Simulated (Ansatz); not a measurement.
The system is HfO2.

```
CELL_PARAMETERS angstrom
5.21946 0.00000 0.00000
0.00000 5.00476 0.00000
0.00000 0.00000 5.03269
ATOMIC_POSITIONS crystal
Hf 0.96699 0.73252 0.74144
Hf 0.53301 0.73252 0.24144
Hf 0.46699 0.26748 0.74144
Hf 0.03301 0.26748 0.24144
O 0.63213 0.92865 0.87927
O 0.86787 0.92865 0.37927
O 0.23395 0.53988 0.49229
O 0.26605 0.53988 0.99229
O 0.76605 0.46012 0.99229
O 0.73395 0.46012 0.49229
O 0.13213 0.07135 0.87927
O 0.36787 0.07135 0.37927
```

Measurements of this composition are mostly on another form, of space group No. 14.

Base run:

* Program: Ansatz 0.2.0
* Functional: PBE
* Potentials or basis: Ansatz NC
* Cutoff: 1240 eV (not typed: the program's choice for these potentials)
* k mesh: 5 × 6 × 5
* Occupations: fermi-dirac, width 0.05 eV
* Spin: no spin polarisation

Its results: band gap on the k mesh 4.48 eV, indirect (least direct gap 4.68 eV); pressure 9.7 GPa; largest force 0.118 eV/Å.

Q: After a change of settings the same cell gave: band gap on the k mesh 4.49 eV, indirect (least direct gap 4.69 eV); pressure 8.9 GPa; largest force 0.105 eV/Å. Which change was it?
A. potentials or basis from Ansatz NC to PseudoDojo stringent (PBE files); cutoff from 1240 eV (not typed: the program's choice for these potentials) to 1796 eV
B. potentials or basis from Ansatz NC to Ansatz PAW earlier set; cutoff from 1240 eV (not typed: the program's choice for these potentials) to 900 eV
C. potentials or basis from Ansatz NC to Ansatz PAW earlier set; cutoff from 1240 eV (not typed: the program's choice for these potentials) to 930 eV (not typed: the program's choice for these potentials)
D. potentials or basis from Ansatz NC to PseudoDojo standard (PBE files); cutoff from 1240 eV (not typed: the program's choice for these potentials) to 1143 eV; valence electrons from 152 to 96

A: A.

Caveats: odd divisions of the mesh miss points on the zone boundary, where band edges often lie, so the gap on the mesh can be too wide; spin-orbit coupling is left out, which moves the levels of the heavy elements.
